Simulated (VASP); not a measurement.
Runs of VASP 6.6.1 on In. The structure is tetragonal, space group I4/mmm (No. 139). The conventional cell has a = 3.389 Å, b = 3.389 Å, c = 4.595 Å, α = 90.00°, β = 90.00°, γ = 90.00°. In (site symmetry 4/mmm) has 12 In at 3.32 to 3.39 Å as nearest neighbours. 

```csv
task,level,potentials or basis,cell,k mesh,cutoff (eV),mesh quality,gap on the mesh (eV),pressure (GPa),relaxed volume (Å³/atom)
relaxation of cell and atoms,PBEsol,"VASP PAW PBE potentials, release 64 (In)",relaxed,18 × 18 × 18,580,not flagged,none,0.0,25.83
relaxation of cell and atoms,PBEsol,"VASP PAW PBE potentials, release 64 (In_d)",relaxed,18 × 18 × 18,480,not flagged,none,0.0,(c)
relaxation of cell and atoms,RPBE,"VASP PAW PBE potentials, release 64 (In_d)",relaxed,18 × 18 × 18,600,not flagged,none,0.0,(b)
relaxation of cell and atoms,PBEsol,"VASP PAW PBE potentials, release 64 (In_d)",relaxed,18 × 18 × 18,300,not flagged,none,0.0,25.27
relaxation of cell and atoms,PBEsol,"VASP PAW PBE potentials, release 64 (In_d)",relaxed,18 × 18 × 18,600,not flagged,none,0.0,25.60
single point,PBEsol,"VASP PAW PBE potentials, release 64 (In_d)",as given,18 × 18 × 18,520,not flagged,none,-1.4,-
relaxation of cell and atoms,PBEsol,"VASP PAW PBE potentials, release 64 (In_d)",relaxed,6 × 6 × 6,600,coarse,none,0.0,25.10
relaxation of cell and atoms,LDA,"VASP PAW LDA potentials, release 64 (In_d)",relaxed,18 × 18 × 18,600,not flagged,none,0.0,(a)
```

Alike in all rows: no spin polarisation; smearing gaussian 0.1 eV.

Question: Estimate the missing entries.

Answer: (a) 24.69; (b) 28.75; (c) 25.58.

Caveats: some runs use coarse meshes; the PAW data sets were made with another functional, which shifts forces and pressure a little (some runs).

A k mesh can miss the band edges, and the runs leave out spin-orbit coupling on In.

A gap of «none» marks a metal or a gap under the smearing width.

The runs don't all hold the same shells in valence.

Runs at the PBE level aren't shown here.
